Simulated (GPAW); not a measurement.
A calculation with GPAW 26.7.0 of Zr (ASE script, structure typed inline):

run.py

```python
from ase import Atoms
from ase.dft.bandgap import bandgap
from ase.io import write
from ase.units import Bohr, GPa
from gpaw import GPAW, PW
from gpaw.elf import elf_from_dft_calculation

atoms = Atoms(['Zr', 'Zr'],
              cell=[[3.232, 0.0, 0.0],
                    [-1.616, 2.798994105, 0.0],
                    [0.0, 0.0, 5.147]],
              scaled_positions=[[0.6666666667, 0.3333333333, 0.75],
                                [0.3333333333, 0.6666666667, 0.25]],
              pbc=True)

calc = GPAW(mode=PW(600),
            xc='PBE',
            kpts={'size': (9, 9, 5), 'gamma': True},
            occupations={'name': 'fermi-dirac', 'width': 0.05},
            nbands=24,
            convergence={'density': 1e-05, 'energy': 1e-05},
            maxiter=150,
            txt='gpaw.txt')
atoms.calc = calc
energy = atoms.get_potential_energy()
forces = atoms.get_forces()
stress = atoms.get_stress()
calc.write('gs.gpw')
write('result.traj', atoms)
print(f'Energy: {energy:.6f} eV')
print('Forces (eV/A):')
print(forces.round(4))
print('Stress (GPa):', (stress / GPa).round(3))
print('Fermi level:', round(calc.get_fermi_level(), 4), 'eV')
print(f'Gap: {bandgap(calc)[0]:.4f} eV, direct: {bandgap(calc, direct=True)[0]:.4f} eV')

# fields on the real-space grid
write('density.cube', atoms, data=calc.get_pseudo_density() * Bohr**3)
write('potential.cube', atoms, data=calc.get_electrostatic_potential())
write('elf.cube', atoms, data=elf_from_dft_calculation(calc).data)
```

Potentials or basis: GPAW PAW data sets (gpaw-data 1.2.1), pw.

The run is started by

```console
$ OMP_NUM_THREADS=1 python run.py
```

Task: Write the same calculation in another form: native input, structure from a P1 CIF.

Result: As run:

run.py

```python
from ase.io import read
from gpaw import PW
from gpaw.dft import DFT

atoms = read('Zr.cif')

dft = DFT(atoms,
          mode=PW(600),
          xc='PBE',
          kpts={'size': (9, 9, 5), 'gamma': True},
          occupations={'name': 'fermi-dirac', 'width': 0.05},
          nbands=24,
          convergence={'density': 1e-05, 'energy': 1e-05},
          maxiter=150,
          txt='gpaw.txt')
print(f'Energy: {dft.calculate_energy():.6f} eV')
print('Forces (eV/A):')
print(dft.calculate_forces().round(4))
print('Stress (eV/A^3):', dft.calculate_stress().round(6))
dft.write_gpw_file('gs.gpw')
```

File Zr.cif:

```cif
data_Zr
_cell_length_a 3.23200000
_cell_length_b 3.23200000
_cell_length_c 5.14700000
_cell_angle_alpha 90.00000000
_cell_angle_beta 90.00000000
_cell_angle_gamma 120.00000000
_space_group_name_H-M_alt 'P1'
_space_group_name_Hall 'P 1'
_space_group_IT_number 1
loop_
_space_group_symop_operation_xyz
'x,y,z'
loop_
_atom_site_label
_atom_site_type_symbol
_atom_site_symmetry_multiplicity
_atom_site_Wyckoff_symbol
_atom_site_fract_x
_atom_site_fract_y
_atom_site_fract_z
_atom_site_occupancy
Zr1 Zr 1 a 0.6666666667 0.3333333333 0.7500000000 1
Zr2 Zr 1 a 0.3333333333 0.6666666667 0.2500000000 1
```

Potentials or basis: GPAW PAW data sets (gpaw-data 1.2.1), pw.

Run with:

```sh
$ OMP_NUM_THREADS=1 python run.py
```

Both were run:

|  | ASE script, structure typed inline | native input, structure from a P1 CIF |
| --- | --- | --- |
| Pressure | 0.1 GPa | 0.1 GPa |
| Band gap on the k mesh | none (metal or under the smearing width) | none (metal or under the smearing width) |

Keys that steer only the numerical path or the files written may differ.
